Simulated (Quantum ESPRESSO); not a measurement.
## C: single point with PBE

The system is C.

```
C
1.0
    -2.12732    1.22828    0.00000
     1.37907    0.00000   -3.50283
    -2.12732   -3.68485    0.00000
C
4
Direct
  0.23167 0.06548 0.05904
  0.80487 0.80320 0.65616
  0.23173 0.06566 0.39240
  0.73173 0.06566 0.89240
```

```json
{
  "Program": "Quantum ESPRESSO 7.5",
  "Task": "single point",
  "Functional": "PBE",
  "Potentials or basis": "SSSP 1.3 efficiency PBE",
  "Cutoff": "748 eV",
  "Density cutoff": "5987 eV",
  "k mesh": "11 × 8 × 7",
  "Occupations": "fermi-dirac, width 0.05 eV",
  "Spin": "no spin polarisation",
  "Mixing beta": "0.5",
  "Most SCF iterations": "120",
  "SCF threshold": "8e-10 Ry"
}
```

* Pressure: 7.2 GPa
* Largest force: 8.431 eV/Å
* Band gap on the k mesh: none (metal or under the smearing width)

Forces on the atoms (eV/Å):
```
C   -2.609 -2.534 -1.358
C    3.980  7.422 -0.411
C    0.105 -1.934  2.138
C   -1.476 -2.953 -0.369
```

Stress tensor (GPa, compression positive):
```
30.71  6.96 15.24
 6.96 -5.44 31.12
15.24 31.12 -3.80
```

Levels at points of the mesh, in eV from the Fermi level:
```tsv
k point	band 6	band 7	band 8	band 9	band 10	band 11
(0.00, 0.00, 0.00)	-3.29	-2.98	0.13	2.40	3.17	3.71
(0.00, -0.50, 0.00)	-4.41	-2.17	-0.04	2.72	3.43	5.54
```

Run time: 34 s on 1 thread of AMD EPYC 9R45 (Zen 5), with other jobs on the host, peak memory 0.18 GiB.

Caveat: forces of over 1 eV/Å show positions far from the minimum, so gaps and moduli don't describe the material at rest.
